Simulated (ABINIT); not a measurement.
BaS:

```
Ba S
1.0
     0.00000    3.19375    3.19375
     3.19375    0.00000    3.19375
     3.19375    3.19375    0.00000
Ba S
1 1
Direct
  0.00000 0.00000 0.00000
  0.50000 0.50000 0.50000
```

Base run:

```yaml
Program: ABINIT 10.8.3 (patched build)
Functional: revPBE
Potentials_or_basis: JTH PAW PBE v2.0
Cutoff: 544 eV
k_mesh: 7 × 7 × 7
Occupations: fermi-dirac, width 0.05 eV
Spin: spin-orbit coupling, no magnetisation
```

Its results: band gap on the k mesh 2.24 eV, indirect (least direct gap 2.35 eV); pressure 2.4 GPa.

Q: The run is repeated on the same cell with these changes: functional from revPBE to HCTH407. What comes out?

A: Band gap on the k mesh 2.59 eV, indirect (least direct gap 2.70 eV); pressure 3.4 GPa.

Caveats: this set's barium file shifts pressures by 1.5 GPa and gaps by 0.1 eV against other sets; the PAW data sets were made with another functional, which shifts forces and pressure a little.

A k mesh can miss the band edges.
